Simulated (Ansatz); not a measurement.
zinc blende ZnTe, the quasi-harmonic free energy with DFT at the LDA level (Ansatz, an electronic-structure program). Dynamical quadrupoles are not included in the interpolation of the phonons between the solved wave vectors. Spin-orbit coupling is not included.

```
T (K)  α_L (10⁻⁶/K)  C_P (J/mol/K)  bulk modulus B_T (GPa)     γ
-----  ------------  -------------  ----------------------  ----
150             6.5           43.1                    53.9  0.79
250             7.9           47.4              (withheld)  0.87
350             8.5           48.9              (withheld)  0.90
550             9.3           50.0                    49.9  0.93
600             9.4           50.2                    49.4  0.93
750             9.9           50.6                    47.9  0.95
900            10.4           51.0                    46.4  0.97
950            10.5           51.1                    45.9  0.97
```

Question: Some entries are withheld; supply them.

Answer: 
- 250, bulk modulus B_T (GPa): 52.9
- 350, bulk modulus B_T (GPa): 51.9

Whether this phase is the stable one at each condition was not tested.

The PAW data sets were generated under PBE and serve the other functionals too.
